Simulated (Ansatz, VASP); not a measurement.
Cd2S: VASP beside Ansatz

Contents of INCAR:

```
SYSTEM = Cd2S
  PREC = Accurate
  ENCUT = 520
  EDIFF = 1E-6
  ISMEAR = -1
  SIGMA = 0.05
  LREAL = .False.
  LASPH = .True.
  NELM = 100
  ALGO = Normal
  ISIF = 2
  LWAVE = .False.
  LCHARG = .False.
  GGA = PS
  NBANDS = 22
```

File KPOINTS:

```
Automatic mesh
0
Gamma
  8 8 5
  0 0 0
```

File POSCAR:

```
Cd2S
1.0
    4.1211768510      0.0000000000      0.0000000000
   -2.0605884255      3.5690438465      0.0000000000
    0.0000000000      0.0000000000      5.8091920000
Cd S
2 1
Direct
    0.3333333333      0.6666666667      0.9327170000
    0.6666666667      0.3333333333      0.5787350000
    0.3333333333      0.6666666667      0.3657050000
```

input.yaml

```yaml
crystal:
  lattice:
    - [4.121176851, 0.0, 0.0]
    - [-2.0605884255, 3.5690438465, 0.0]
    - [0.0, 0.0, 5.809192]
  atoms:
    - { symbol: Cd, position: [0.3333333333, 0.6666666667, 0.932717] }
    - { symbol: Cd, position: [0.6666666667, 0.3333333333, 0.578735] }
    - { symbol: S, position: [0.3333333333, 0.6666666667, 0.365705] }
kpoints:
  mp_grid: { grid: [8, 8, 5] }
  band_path:
    path:
      - [0.0, 0.0, 0.0]
      - [0.5, 0.0, 0.0]
      - [0.3333333333, 0.3333333333, 0.0]
      - [0.0, 0.0, 0.0]
      - [0.0, 0.0, 0.5]
      - [0.5, 0.0, 0.5]
      - [0.3333333333, 0.3333333333, 0.5]
      - [0.0, 0.0, 0.5]
    npoints: 10
scf:
  occupations: { method: fermi_dirac, width: 0.05 }
hamiltonian:
  xc: pbesol
  pseudopotentials: { kind: all_electron, lapw: { basis_error: 0.002 } }
output:
  forces: true
  stress: true
  eigenvalues: true
```

Change from the starting cell: strain_xy = 0.04.

Alike in both runs: functional PBEsol; k mesh 8 × 8 × 5; occupations fermi-dirac, width 0.05 eV; no spin polarisation.

|  | VASP | Ansatz |
| --- | --- | --- |
| version | VASP 6.6.1 | Ansatz 0.2.0 |
| potentials or method | VASP PAW PBE potentials, release 64 (Cd, S) | all-electron LAPW, scalar-relativistic |
| plane-wave cutoff (eV) | 520 | see its input |
| task | single point | band structure |

|  | VASP | Ansatz | Ansatz less VASP |
| --- | --- | --- | --- |
| gap on the k mesh at the Fermi level (eV) | 0.32 | 0.32 | +0.002 |
| least direct gap on the mesh (eV) | 0.55 | 0.56 | +0.002 |
| pressure (GPa) | -4.7 | -4.8 | -0.19 |
| largest component of the traceless stress (GPa) | 0.24 | 0.16 | -0.083 |
| rms of the force components (eV/Å) | 0.154 | 0.155 | +0.0006 |

Atom by atom the forces differ by 0.010 eV/Å (rms over components). Ansatz ran all-electron here, so the differences hold the error of VASP's frozen core and of both bases.

Caveats: the PAW data sets were made with another functional, which shifts forces and pressure a little (VASP); an odd mesh through Γ misses points on the zone boundary, where band edges often lie (VASP).
